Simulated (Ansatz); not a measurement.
Wires are cut from relaxed bulk Ir (Fm-3m, 14.50 Å³/atom, gap on the mesh 0.00 eV); atoms and period are relaxed, and energies count from that bulk.

The calculation used DFT PBE, scalar-relativistic, plane waves, PAW in Ansatz.

Settings: cutoff 420 eV, Γ-centred mesh 1×1×20 on the computed 5-atom cell, Gaussian smearing of 0.05 eV; no spin polarisation.

Start ([110] wire, 5 host atoms a period):

```
Ir
1.0
    13.10000    0.00000    0.00000
     0.00000   13.20000    0.00000
     0.00000    0.00000    2.73697
Ir
5
Cartesian
  7.2342 8.5353 0.0000
  7.2342 4.6647 0.0000
  5.8658 6.6000 1.3685
  8.6027 6.6000 1.3685
  4.4973 8.5353 0.0000
```

Give the relaxed structure and its energy.

The free energy falls by 360 meV/atom.

* excess energy (eV per host atom): 1.659
* line energy (eV/Å): 3.216
* period (Å): 2.579
* gap on the mesh (eV): 0
* highest filled level or Fermi level under vacuum (eV): 5.02

Relaxed structure:
```yaml
crystal:
  lattice:
    - [13.10000, 0.00000, 0.00000]
    - [0.00000, 13.20000, 0.00000]
    - [0.00000, 0.00000, 2.57924]
  atoms:
    - { symbol: Ir, position: [0.56047, 0.68045, 0.00000] }
    - { symbol: Ir, position: [0.56373, 0.35081, 0.00000] }
    - { symbol: Ir, position: [0.43193, 0.46694, 0.50000] }
    - { symbol: Ir, position: [0.61036, 0.51945, 0.50000] }
    - { symbol: Ir, position: [0.38574, 0.62897, 0.00000] }
```

Spin-orbit coupling is left out, which matters for the bands of heavy elements.

Each run keeps its start's symmetry and one magnetic start, so lower states can exist.

It took 2.2 min on 4 threads of Arm Neoverse V1, with other jobs on the host, peak memory 0.93 GiB.